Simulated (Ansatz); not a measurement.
An ordered 4-atom cell of CSi on the diamond lattice (R-3m) (r2SCAN geometry), in Ansatz:

```cif
data_structure
_symmetry_space_group_name_H-M 'P 1'
_symmetry_Int_Tables_number 1
_cell_length_a 5.6111
_cell_length_b 5.6111
_cell_length_c 5.6111
_cell_angle_alpha 31.893
_cell_angle_beta 31.893
_cell_angle_gamma 31.893
_cell_volume 43.81
loop_
_atom_site_label
_atom_site_type_symbol
_atom_site_fract_x
_atom_site_fract_y
_atom_site_fract_z
_atom_site_occupancy
C1 C 0.44919 0.44919 0.44919 1
Si1 Si 0.92547 0.92547 0.92547 1
Si2 Si 0.07453 0.07453 0.07453 1
C2 C 0.55081 0.55081 0.55081 1
```

G0W0@PBE with 164 empty bands, a screening cutoff of 140 eV and a 6×6×6 mesh (PAW, contour deformation) gives 1.126 eV over the mesh points, from a PBE gap of 0.485 eV; it sums over 172 bands with 149 plane waves in the screening and a wave cutoff of 420 eV. The G0W0 figures hold for the stated bands, cutoff and mesh and aren't extrapolated. (Calculated; spin-unpolarised; the phase may be known or hypothetical.)

Q: Another run gave a Kohn-Sham gap of 0.485 eV and a G0W0 gap of 1.224 eV, summing over 310 bands with 313 plane waves in the screening and a wave cutoff of 420 eV. What was changed?

A: Empty bands 302, screening cutoff 210 eV. The counts of bands and plane waves show it.

Q: Estimate the gap with frequency model Godby-Needs pole.

A: 1.059 eV (-0.067 eV), from a Kohn-Sham gap of 0.485 eV.

Q: Estimate the gap with mesh 8×8×8, empty bands 71, screening cutoff 80 eV.

A: 0.920 eV (-0.206 eV), from a Kohn-Sham gap of 0.489 eV.

Q: Estimate the gap with starting point HSE06.

A: 1.461 eV (+0.335 eV), from a Kohn-Sham gap of 1.262 eV.
